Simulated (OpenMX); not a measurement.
Runs of OpenMX 3.8.5 on Zr. The structure is hexagonal, space group P6_3/mmc (No. 194). Conventional cell: a = 3.232 Å, b = 3.232 Å, c = 5.147 Å, α = 90.00°, β = 90.00°, γ = 120.00°. Zr (site symmetry -6m2) has 12 Zr at 3.18 to 3.23 Å as nearest neighbours. 

```csv
task,level,potentials or basis,spin,k mesh,SCF threshold,"grid points, held for all volumes",max SCF cycles,pressure (GPa),V0 of scaled cells (Å³/atom),B0 (GPa),largest force (eV/Å)
equation of state,PBE,"OpenMX 2013 PBE set, Zr7.0-s3p2d2, fixed grid of 32 × 32 × 56 points",off,9 × 9 × 5,1e-08 Ha,32 × 32 × 56,-,-,(a),99,-
band structure,LDA,"OpenMX 2013 LDA set, Zr7.0-s3p2d2, grid cutoff 400 Ry",off,9 × 9 × 5,1e-08 Ha,-,100,-5.1,-,-,0.01
band structure,PBE,"OpenMX 2013 PBE set, Zr7.0-s3p2d2, grid cutoff 400 Ry","non-collinear, zero start, SOC",7 × 7 × 5,1e-07 Ha,-,100,-,-,-,0.01
equation of state,PBE,"OpenMX 2013 PBE set, Zr7.0-s3p2d2, fixed grid of 35 × 35 × 63 points",off,9 × 9 × 5,1e-08 Ha,35 × 35 × 63,-,-,23.60,99,-
equation of state,LDA,"OpenMX 2013 LDA set, Zr7.0-s3p2d2, fixed grid of 35 × 35 × 63 points",off,9 × 9 × 5,1e-08 Ha,35 × 35 × 63,-,-,22.14,(b),-
equation of state,PBE,"OpenMX 2013 PBE set, Zr7.0-s3p2d2f1, fixed grid of 35 × 35 × 63 points",off,9 × 9 × 5,1e-08 Ha,35 × 35 × 63,-,-,23.44,98,-
band structure,PBE,"OpenMX 2013 PBE set, Zr7.0-s3p2d1, grid cutoff 400 Ry",off,9 × 9 × 5,1e-08 Ha,-,100,2.2,-,-,0.01
single point,PBE,"OpenMX 2013 PBE set, Zr7.0-s3p2d2, grid cutoff 350 Ry",off,9 × 9 × 5,1e-08 Ha,-,100,1.4,-,-,0.01
```

Alike in all rows: cell as given; smearing fermi-dirac 0.05 eV.

Problem. Estimate the missing entries.

Solution. (a) 23.61; (b) 110.

Caveats: the basis of atomic orbitals isn't converged, which shifts pressures, moduli and gaps; volumes in these bases differ from converged ones by about 1 %, for some elements by several (some runs); the cell was scaled at fixed shape and fractional positions, which overstates the stiffness of a crystal with free parameters, most of all of layers and chains (some runs); total energies with and without spin-orbit coupling shouldn't be compared in this program (some runs).

Not every run made on this cell is shown here.
